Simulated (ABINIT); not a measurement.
Crystal: BP.

```
CELL_PARAMETERS angstrom
0.00000 2.26900 2.26900
2.26900 0.00000 2.26900
2.26900 2.26900 0.00000
ATOMIC_POSITIONS crystal
P 0.75000 0.75000 0.75000
B 0.00000 0.00000 0.00000
```

Base run:

```yaml
Program: ABINIT 10.8.3 (patched build)
Functional: HLE16
Potentials_or_basis: JTH PAW PBE v2.0
Cutoff: 544 eV
k_mesh: 10 × 10 × 10
Occupations: fermi-dirac, width 0.05 eV
Spin: no spin polarisation
```

Its results: band gap on the k mesh 1.88 eV, indirect (least direct gap 3.55 eV); pressure -32.6 GPa.

Task: After a change of settings the same cell gave: band gap on the k mesh 1.25 eV, indirect (least direct gap 3.39 eV); pressure 3.0 GPa. Which change was it?
A. functional from HLE16 to revPBE
B. functional from HLE16 to LDA-VWN; potentials or basis from JTH PAW PBE v2.0 to PseudoDojo NC SR LDA v0.4.1 standard; cutoff from 544 eV to 1034 eV
C. functional from HLE16 to LDA-Teter; potentials or basis from JTH PAW PBE v2.0 to JTH PAW LDA v2.0
D. functional from HLE16 to PBE; potentials or basis from JTH PAW PBE v2.0 to PseudoDojo NC SR PBE v0.5 standard; cutoff from 544 eV to 1034 eV

Result: A.

Caveats: the cell as given lies far from equilibrium (some runs); the potentials were made for a functional far from this one (some runs); so large a pressure means that the cell lies far from this level's equilibrium, or that cutoff or potentials fall short (some runs); the potentials were made for another functional, which shifts forces and pressure (some runs); the PAW data sets were made with another functional, which shifts forces and pressure a little (some runs).
